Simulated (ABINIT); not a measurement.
Crystal: Ge.

```
Ge
1.0
    -2.49590    2.65086    1.43695
     2.49590   -2.65086    1.43695
     2.49590    2.65086   -1.43695
Ge
2
Direct
  0.31406 0.06406 0.25000
  0.68594 0.93594 0.75000
```

This isn't the form of Ge at room conditions, which is diamond.

| Quantity | Value |
| --- | --- |
| Program | ABINIT 10.8.3 (patched build) |
| Task | relaxation of cell and atoms |
| Functional | PBE |
| Dispersion | D3 |
| Potentials or basis | JTH PAW PBE v2.0 |
| Cutoff | 599 eV |
| k mesh | 6 × 6 × 6 |
| Occupations | fermi-dirac, width 0.05 eV |
| Spin | no spin polarisation |

At the start: pressure 0.7 GPa; volume 19.01 Å³/atom.

Problem. Where does the relaxation end?

Solution. Over 8 steps the energy falls by 8.9 meV/atom and the volume is 19.15 Å³/atom (+0.7 %); space group Imma (No. 74, to 0.05 Å).

Step by step:
```
step  energy change (eV)  largest force (eV/Å)  pressure (GPa)  volume (Å³)
   1              0.0000                0.0232            0.73        38.03
   2             -0.0060                0.0084            0.59        38.10
   3             -0.0168                0.0154           -0.02        38.37
   4             -0.0176                0.0129           -0.13        38.42
   5             -0.0177                0.0103           -0.18        38.43
   6             -0.0178                0.0094           -0.16        38.41
   7             -0.0177                0.0079           -0.09        38.36
   8             -0.0177                0.0069           -0.01        38.30
```

Final structure:
```
CELL_PARAMETERS angstrom
-2.48302 2.72547 1.41497
2.48302 -2.72547 1.41497
2.48302 2.72547 -1.41497
ATOMIC_POSITIONS crystal
Ge 0.31372 0.06372 0.25000
Ge 0.68628 0.93628 0.75000
```

Caveat: the k mesh is coarse (spacing up to 0.42 Å⁻¹), so the values aren't converged; the log and the count of SCF iterations are those of the last ABINIT call alone; pairwise dispersion overbinds metals, which lowers pressure and volume.
